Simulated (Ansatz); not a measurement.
# ZrS: how the energy converges with the cutoff

ZrS, Fm-3m, a = 5.250 Å. The structure is a COD entry; whether it is the stable form wasn't checked. Ansatz: r2SCAN, PAW, cutoff varied, Γ-centred 14×14×14 mesh on 2 atoms, Gaussian smearing 0.10 eV; no spin polarisation. Single points at one geometry, the cutoff alone changed; ΔE is the energy at zero smearing over the run at 850 eV. The runs up to 460 eV lie under the cutoff recommended for these PAW datasets.

```tsv
cutoff (eV)	ΔE (meV/atom)
150	4061.21
200	863.53
250	140.63
300	27.44
350	9.37
380	6.52
460	3.21
500	2.25
520	1.88
600	0.95
700	?
```

Question: Assume ΔE falls exponentially with the cutoff, fit y = ln ΔE against x, the cutoff in eV, to the other rows, and predict the missing value.

Answer: y = 8.309, 6.761, 4.946, 3.312, 2.238, 1.875, 1.166, 0.811, 0.631, -0.051. Means x = 371.0, y = 2.9998; Σ(Δx)² = 197490, ΣΔxΔy = -3565; the slope is their ratio. y = 9.698 − 0.01805 x, a factor of ten per 128 eV. At 700 eV this gives ΔE = 0.05 meV/atom. The run gave 0.45, a ratio of 0.11. Between neighbouring rows the decay runs from a factor of ten per 63 eV to one per 308 eV, so one exponential is only a rough guide. The fast fall gives way to a slow tail, so a fit to low cutoffs promises convergence too early.